**PBE band gaps of ten semiconductors against measurement: where a single scale factor fails**

The table holds Kohn-Sham gaps on the k-mesh from OpenMX 3.8.5 (PBE, no spin-orbit coupling, unrelaxed cells) beside measured gaps. The program fits three models to seven rows: a proportional rule, a constant shift, and a screened shortfall A/ε with an added spin-orbit term Δ₀/3 from rough recalled inputs. The proportional rule gives s = 0.545 with an rms of 0.193 eV, which falls to 0.071 eV without CdTe and CdSe; the shift gives 0.349 eV and the screening model 0.175 eV. TePb, InAs and GaSb are predicted outside the fit: the screening model nearly closes the InAs gap but misses GaSb by 0.61 eV, and the TePb mesh omits L. A four-level model of the smearing entropy at Γ, checked on GaAs, speaks against a wide gap in the GaSb run.

Kohn-Sham band gaps of ten semiconductor crystals, computed with OpenMX 3.8.5 and PBE in the given, unrelaxed cells, without spin polarisation or spin-orbit coupling. Each computed gap is the smallest found on the listed Γ-centred k-mesh, direct or indirect, and 0 means no gap there. Fermi-Dirac smearing is 0.05 eV wide.

## Program and output

```python
# Table: Kohn-Sham band gaps on the k-mesh (OpenMX 3.8.5, PBE, no spin-orbit, given cells) and measured gaps.
# Tested: y = s*measured, a constant shift, and measured - A/eps + Dso/3; sizes and causes of the breaks.
T = {
    'formula': ['TePb', 'InAs', 'GaSb', 'Si', 'InP', 'GaAs', 'CdTe', 'CdSe', 'CdS (1)', 'CdS (2)'],
    'sg': ['Fm-3m', 'F-43m', 'F-43m', 'Fd-3m', 'F-43m', 'F-43m', 'F-43m', 'F-43m', 'F-43m', 'P6_3mc'],
    'vol': [33.73, 27.49, 28.62, 20.16, 25.17, 22.59, 32.92, 28.94, 24.81, 25.12],  # Å³/atom
    'pot': ['OpenMX 2013 PBE set', 'OpenMX 2013 PBE set', 'OpenMX 2013 PBE set', 'OpenMX 2013 PBE set', 'OpenMX 2013 PBE set', 'OpenMX 2013 PBE set', 'OpenMX 2013 PBE set', 'OpenMX 2013 PBE set', 'OpenMX 2013 PBE set', 'OpenMX 2013 PBE set'],
    'k': ['7x7x7', '9x9x9', '9x9x9', '9x9x9', '9x9x9', '9x9x9', '7x7x7', '9x9x9', '9x9x9', '7x7x5'],
    'y': [0.959, 0.0, 0.0, 0.694, 0.869, 0.704, 1.207, 0.699, 1.303, 1.348],  # eV
    'measured': [0.2, 0.414, 0.812, 1.11, 1.42, 1.42, 1.5, 1.81, 2.42, 2.5809],  # eV
    'm_range': ['0.19 to 0.32', '0.414 to 0.42', '0.68 to 0.813', '1.1 to 1.1692', 'one value', '1.412 to 1.52', '1.44 to 1.592', 'one value', 'one value', '2.5809 to 2.5963'],  # eV
    'm_what': ['band gap at L from dI/dV; scanning tunneling spectroscopy; bulk crystal', 'direct gap from band-to-band PL peak; photoluminescence; film', 'direct gap at T -> 0 K, Eg(0) from Varshni fit to temperature-dependent PL (eq. 3); temperature-dependent photoluminescence; bulk crystal', 'indirect band gap at room temperature, quoted from a textbook; not stated; bulk crystal', 'experimental band gap used for comparison with the calculated gap; not stated; bulk crystal', 'band-edge photoluminescence emission energy of the GaAs substrate; time-integrated photoluminescence; bulk crystal', 'optical gap from Tauc plot; optical spectroscopy; film', 'direct optical gap from Kubelka-Munk plot of [F(R)hv]^2 against photon energy; UV-vis diffuse reflectance; powder', 'optical gap from inflexion point of photoacoustic spectrum, as-grown film; photoacoustic spectroscopy; film', 'A gap, Gamma7c-Gamma9v, natural isotopic composition; exciton reflectance; bulk crystal'],
    'source': ['arXiv:2304.02844 (2023)', 'pmc:6881312 (2019)', 'arXiv:cond-mat/0204296 (2002)', 'arXiv:1709.02567 (2017)', 'arXiv:cond-mat/0006134 (2000)', 'arXiv:1409.8467 (2014)', 'arXiv:1103.4539 (2011)', 'pmc:3637069 (2013)', 'arXiv:cond-mat/9501125 (1995)', 'arXiv:0807.2152 (2008)'],
    'err': [0.76, -0.41, -0.81, -0.42, -0.55, -0.72, -0.29, -1.11, -1.12, -1.23],  # eV
}
import re
import numpy as np
from scipy import constants as C
from scipy.optimize import brentq
F = list(T['formula']); ix = {f: i for i, f in enumerate(F)}
y = np.array(T['y'], float); m = np.array(T['measured'], float); V = np.array(T['vol'], float)
# rough recalled values: optical dielectric constant, valence spin-orbit splitting (eV; no such term for TePb)
R = {'TePb': (33, 0), 'InAs': (12, .38), 'GaSb': (14, .76), 'Si': (12, .04), 'InP': (9.6, .11), 'GaAs': (11, .34),
     'CdTe': (7.1, .9), 'CdSe': (6.0, .42), 'CdS (1)': (5.3, .07), 'CdS (2)': (5.3, .07)}
x = np.array([1/R[f][0] for f in F]); so = np.array([R[f][1]/3 for f in F])
fit = np.array([f not in ('TePb', 'InAs', 'GaSb') for f in F])
slope = lambda k: (y[k]@m[k])/(m[k]@m[k])
rms = lambda r: np.sqrt(np.mean(r**2))
s = slope(fit); c = np.mean((m - y)[fit]); A = ((m - y + so)[fit]@x[fit])/(x[fit]@x[fit])
r1, r2, r3 = [y - np.maximum(0, p) for p in (s*m, m - c, m - A*x + so)]
n = np.arange(len(F)); loo = np.array([y[i] - slope(fit & (n != i))*m[i] for i in n])
print(f"fits on 7 rows: s = {s:.3f}, shift = {c:.3f} eV, A = {A:.2f} eV; rounding of y 0.0005 eV")
print(f"rms (eV): proportional {rms(r1[fit]):.3f}, shift {rms(r2[fit]):.3f}, screening+SO {rms(r3[fit]):.3f}")
A0 = ((m - y)[fit]@x[fit])/(x[fit]@x[fit])
print(f"screening without SO term: A = {A0:.2f} eV, rms {rms((y - m + A0*x)[fit]):.3f} eV")
print("residual = computed less model (eV), model cut at zero; * = not fitted; spread of measured values")
print("row        y/meas  prop.  left-out  shift  screen  Dso/3  spread")
for i, f in enumerate(F):
    v = [float(t) for t in re.findall(r'\d+\.?\d*', str(T['m_range'][i]))]
    sp = f"{max(v) - min(v):.3f}" if len(v) > 1 else "one value"
    print(f"{f + ('' if fit[i] else '*'):9s} {y[i]/m[i]:6.3f} {r1[i]:+7.3f} {loo[i]:+7.3f} {r2[i]:+7.3f} {r3[i]:+7.3f} {so[i]:6.2f}  {sp}")
k5 = fit & np.array([f not in ('CdTe', 'CdSe') for f in F]); s5 = slope(k5)
print(f"without CdTe, CdSe: s = {s5:.3f}, rms {rms((y - s5*m)[k5]):.3f} eV on 5 rows")
for nm, g in (('Si', ['Si']), ('open III-V', ['InP', 'GaAs']), ('II-VI', [f for f in F if 'Cd' in f])):
    j = [ix[f] for f in g]; q = y[j]/m[j]
    print(f"{nm}: mean error {np.mean((y - m)[j]):+.2f} eV, ratio {q.min():.2f} to {q.max():.2f}")
a, b = ix['CdTe'], ix['CdSe']; dy = y[a] - y[b]; dm = m[a] - m[b]
print(f"CdTe less CdSe: computed {dy:+.3f}, measured {dm:+.3f}, proportional model {s*dm:+.3f} eV")
print(f"  excess over model {dy - s*dm:.3f} eV, of which Dso/3 difference {so[a] - so[b]:.2f} eV")
a, b = ix['CdS (2)'], ix['CdS (1)']
print(f"CdS (2) less (1): computed {y[a] - y[b]:+.3f}, measured {m[a] - m[b]:+.3f} eV")
al = (8*V)**(1/3)
# typed from further outputs of the same runs: pressures, CdSe levels, entropy terms
P = {'CdTe': 5.512, 'CdSe': 2.210, 'CdS (1)': 4.052, 'GaAs': 7.158, 'GaSb': 5.787}
print("cubic edge (A), pressure (GPa): " + ", ".join(f"{f} {al[ix[f]]:.3f}, {p:.1f}" for f, p in P.items()))
print(f"CdSe: Cd 4d bands {12.2449 - 5.184831:.2f} to {12.9445 - 5.184831:.2f} eV under the valence top")
h = C.hbar**2/(2*C.m_e*C.e)*1e20
dL = np.pi*np.sqrt(3)/al[ix['TePb']]/7; dX = (8/9 - 0.85)*2*np.pi/al[ix['Si']]  # 0.85: rough recalled Si minimum
print(f"TePb: nearest mesh point 1/7 of Gamma-L = {dL:.3f} 1/A from L; free-mass energy {h*dL**2:.3f} eV")
print(f"Si: mesh point at {8/9:.3f} of Gamma-X, {dX:.3f} 1/A off; free-mass energy {h*dX**2:.3f} eV")
kT, w = 0.05, 1/729
fd = lambda e: 1/(1 + np.exp(e/kT))
S = lambda f: -(f*np.log(f) + (1 - f)*np.log(1 - f))
def TS(g, mu=None):  # Gamma point alone: triplet at 0, singlet at g, three electrons per spin
    if mu is None: mu = brentq(lambda u: 3*fd(-u) + fd(g - u) - 3, -1, 1)
    return 2*kT*w*(3*S(fd(-mu)) + S(fd(g - mu)))
ctl = TS(0.70361, 4.781092 - 4.403338)
print(f"entropy term, GaAs control: Gamma model {ctl:.2e}, run 3.43e-06 eV")
print(f"Gamma model: gap 0 gives {TS(0.0):.2e}, singlet 0.5 eV below gives {TS(-0.5):.2e} eV")
for f, t in (('InAs', 4.5895e-4), ('GaSb', 3.3479e-4)):
    g = s*m[ix[f]]
    print(f"{f}: run {t:.2e} eV = {t/TS(g):.1f} x model at gap {g:.2f} eV, {t/TS(0.0):.2f} x model at gap 0")
e = rms(r1[fit])/s
print(f"rescaled gap y/s: rms miss {e:.2f} eV, factor {np.exp(e/(2*C.k*300/C.e)):.0f} in intrinsic density at 300 K")
assert [f for i, f in enumerate(F) if y[i] > m[i]] == ['TePb']
assert dy > 0 > dm and 0.4 < s < 0.7
assert abs(ctl/3.4312e-6 - 1) < 0.1
assert F[int(np.argmax(np.where(fit, abs(r1), 0)))] == 'CdTe'
```

Output:

```
fits on 7 rows: s = 0.545, shift = 0.777 eV, A = 6.33 eV; rounding of y 0.0005 eV
rms (eV): proportional 0.193, shift 0.349, screening+SO 0.175
screening without SO term: A = 5.71 eV, rms 0.226 eV
residual = computed less model (eV), model cut at zero; * = not fitted; spread of measured values
row        y/meas  prop.  left-out  shift  screen  Dso/3  spread
TePb*      4.795  +0.850  +0.850  +0.959  +0.951   0.00  0.130
InAs*      0.000  -0.226  -0.226  +0.000  -0.013   0.13  0.006
GaSb*      0.000  -0.443  -0.443  -0.035  -0.613   0.25  0.133
Si         0.625  +0.089  +0.094  +0.361  +0.098   0.01  0.069
InP        0.612  +0.095  +0.104  +0.226  +0.071   0.04  one value
GaAs       0.496  -0.070  -0.077  +0.061  -0.254   0.11  0.108
CdTe       0.805  +0.389  +0.430  +0.484  +0.298   0.30  0.152
CdSe       0.386  -0.288  -0.335  -0.334  -0.197   0.14  one value
CdS (1)    0.538  -0.017  -0.022  -0.340  +0.053   0.02  one value
CdS (2)    0.522  -0.060  -0.083  -0.456  -0.062   0.02  0.015
without CdTe, CdSe: s = 0.542, rms 0.071 eV on 5 rows
Si: mean error -0.42 eV, ratio 0.63 to 0.63
open III-V: mean error -0.63 eV, ratio 0.50 to 0.61
II-VI: mean error -0.94 eV, ratio 0.39 to 0.80
CdTe less CdSe: computed +0.508, measured -0.310, proportional model -0.169 eV
  excess over model 0.677 eV, of which Dso/3 difference 0.16 eV
CdS (2) less (1): computed +0.045, measured +0.161 eV
cubic edge (A), pressure (GPa): CdTe 6.410, 5.5, CdSe 6.140, 2.2, CdS (1) 5.833, 4.1, GaAs 5.654, 7.2, GaSb 6.118, 5.8
CdSe: Cd 4d bands 7.06 to 7.76 eV under the valence top
TePb: nearest mesh point 1/7 of Gamma-L = 0.120 1/A from L; free-mass energy 0.055 eV
Si: mesh point at 0.889 of Gamma-X, 0.045 1/A off; free-mass energy 0.008 eV
entropy term, GaAs control: Gamma model 3.36e-06, run 3.43e-06 eV
Gamma model: gap 0 gives 3.09e-04, singlet 0.5 eV below gives 2.62e-04 eV
InAs: run 4.59e-04 eV = 3.1 x model at gap 0.23 eV, 1.49 x model at gap 0
GaSb: run 3.35e-04 eV = 11.0 x model at gap 0.44 eV, 1.09 x model at gap 0
rescaled gap y/s: rms miss 0.35 eV, factor 928 in intrinsic density at 300 K
```
